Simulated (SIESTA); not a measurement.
Runs of SIESTA 5.4.2 on CdSe (Cadmoselite). Symmetry: P6_3mc, No. 186, hexagonal system. The conventional cell has a = 4.300 Å, b = 4.300 Å, c = 7.020 Å, α = 90.00°, β = 90.00°, γ = 120.00°. Cd (site symmetry 3m) is surrounded by 4 Se at 2.61 to 2.70 Å. Se (site symmetry 3m) has 4 Cd at 2.61 to 2.70 Å as nearest neighbours. 

```tsv
level	potentials or basis	spin	gap on the mesh (eV)	pressure (GPa)	largest force (eV/Å)
PBEsol	PseudoDojo 0.4 standard (PBEsol files), DZP (energy shift 0.003 Ry; two zetas on semicore shells)	off	0.81	0.4	0.31
LDA	PseudoDojo 0.4 standard (LDA files), DZP (energy shift 0.003 Ry; two zetas on semicore shells)	off	(a)	-1.6	0.30
revPBE	PseudoDojo 0.4 standard (PBE files), DZP (energy shift 0.003 Ry; two zetas on semicore shells)	off	1.03	(b)	0.33
AM05	PseudoDojo 0.4 standard (PBEsol files), DZP (energy shift 0.003 Ry; two zetas on semicore shells)	off	0.89	0.9	0.30
WC	PseudoDojo 0.4 standard (PBEsol files), DZP (energy shift 0.003 Ry; two zetas on semicore shells)	off	0.78	0.4	0.31
PBE	PseudoDojo 0.4 standard (PBE files), DZP (energy shift 0.003 Ry; two zetas on semicore shells)	off	0.92	3.2	0.32
PBE	PseudoDojo 0.4 standard (PBE files, fully relativistic), DZP (energy shift 0.003 Ry; two zetas on semicore shells)	non-collinear, zero start, SOC	0.81	3.2	0.32
```

Alike in all rows: task band structure; cell as given; k mesh 7 × 7 × 4; smearing fermi-dirac 0.05 eV; grid cutoff 800 Ry; energy shift 0.003 Ry.

**Question.** Fill in the values left out.

**Answer.** (a) 0.66; (b) 4.7.

Caveats: the basis of atomic orbitals isn't converged, which shifts pressures, moduli and gaps; the potentials were made for another functional, which shifts forces and pressure (some runs).

A k mesh can miss the band edges, and rows without SOC leave out spin-orbit coupling on Cd, Se.
